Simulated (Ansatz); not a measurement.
The system is InP.

```
CELL_PARAMETERS angstrom
0.00000 2.93050 2.93050
2.93050 0.00000 2.93050
2.93050 2.93050 0.00000
ATOMIC_POSITIONS crystal
In 0.00000 0.00000 0.00000
P 0.75000 0.75000 0.75000
```

Base run:

```yaml
Program: Ansatz 0.2.0
Functional: revPBE
Potentials_or_basis: Ansatz PAW
Cutoff: "420 eV (not typed: the program's choice for these potentials)"
k_mesh: 8 × 8 × 8
Occupations: fermi-dirac, width 0.05 eV
Spin: no spin polarisation
```

Its results: band gap on the k mesh 0.81 eV, direct; pressure 4.7 GPa.

The run is repeated on the same cell with these changes: functional from revPBE to RPBE. What comes out?

Band gap on the k mesh 0.85 eV, direct; pressure 5.2 GPa.

Caveats: spin-orbit coupling is left out, which moves the levels of the heavy elements; the PAW data sets come from PBE, with cores solved anew for the run's functional, which leaves a small shift of forces and pressure.
